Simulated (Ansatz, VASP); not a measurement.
# One calculation of Pt, two programs

File INCAR:

```
SYSTEM = Pt
PREC = Accurate
ENCUT = 520
EDIFF = 1E-7
ISMEAR = -1
SIGMA = 0.1
LREAL = .False.
LASPH = .True.
NELM = 80
ALGO = Normal
ISIF = 2
LWAVE = .False.
LCHARG = .False.
GGA = PE
NBANDS = 11
```

KPOINTS

```
Automatic mesh
0
Gamma
  12 12 12
  0 0 0
```

POSCAR

```
Pt
1.0
    0.0000000000      1.9343981026      1.9343981026
    1.9343981026      0.0000000000      1.9343981026
    1.9343981026      1.9343981026      0.0000000000
Pt
1
Direct
    0.0000000000      0.0000000000      0.0000000000
```

Input for Ansatz:

```yaml
crystal:
  lattice:
    - [0.0, 1.9343981026218477, 1.9343981026218477]
    - [1.9343981026218477, 0.0, 1.9343981026218477]
    - [1.9343981026218477, 1.9343981026218477, 0.0]
  atoms:
    - { symbol: Pt, position: [0.0, 0.0, 0.0] }
basis:
  ecutwfc: 470.0
kpoints:
  mp_grid:
    grid: [12, 12, 12]
hamiltonian:
  xc: pbe
  pseudopotentials:
    kind: paw
scf:
  occupations:
    method: fermi_dirac
output:
  stress: true
```

Alike in both runs: task single point; functional PBE; k mesh 12 × 12 × 12; no spin polarisation.

```csv
,VASP,Ansatz
version,VASP 6.6.1,Ansatz 0.2.0
potentials or method,"VASP PAW PBE potentials, release 64 (Pt)","plane waves, PAW"
plane-wave cutoff (eV),520,470
occupations,"fermi-dirac, width 0.1 eV",fermi-dirac
valence electrons in the cell,10,18
```

```csv
,VASP,Ansatz,Ansatz less VASP
pressure (GPa),23.6,24.2,+0.55
```

The two sets of potentials don't hold the same shells in valence.

Caveats: so large a pressure means that the cell lies far from this level's equilibrium, or that cutoff or potentials fall short (VASP). The runs have no spin-orbit coupling, so splittings on Pt are missing.
